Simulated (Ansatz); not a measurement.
CsBr under strong compression

```
Cs Br
1.0
     4.32562    0.00000    0.00000
     0.00000    4.32562    0.00000
     0.00000    0.00000    4.32562
Cs Br
1 1
Direct
  0.00000 0.00000 0.00000
  0.50000 0.50000 0.50000
```

The base volume is that of a database entry, with shape and atoms relaxed on PAW files at held volume, so it needn't be at zero pressure; the structure needn't be the stable phase, at rest or compressed.

Its volume is scaled, and at each volume shape and atoms are relaxed on PAW files; all methods then take that cell.

Level of theory: DFT with PBE, scalar-relativistic, in Ansatz 0.2.0; a Γ-centred 7×7×7 k mesh, Fermi–Dirac smearing of 0.03 eV, no spin polarisation. LAPW: all electrons, basis error target 1 meV/atom; PAW: frozen-core files, cutoff 420 eV.

Energies are extrapolated to zero smearing and count from the unscaled cell; pressure is positive in compression; gaps take the mesh and a band path. No temperature or zero-point motion is included.

Spin–orbit coupling is left out, which matters for the heavy atoms.

```csv
V/V0,V (Å³/atom),P LAPW (GPa),ΔE LAPW (eV/atom),P PAW − LAPW (GPa),ΔE PAW − LAPW (meV/atom),gap (eV),space group,shortest distance (Å)
1.00,40.47,0.60,0.000,0.00,0.0,4.42,Pm-3m,3.746
0.90,36.42,2.67,0.039,0.00,0.0,4.81,Pm-3m,3.617
0.60,24.28,27.5,0.889,0.02,0.7,3.37,Pm-3m,3.160
0.55,22.26,39.4,1.307,0.04,1.1,?,Pm-3m,3.069
```

Q: Fill in "gap (eV)" for the row "0.55".

A: 2.82.
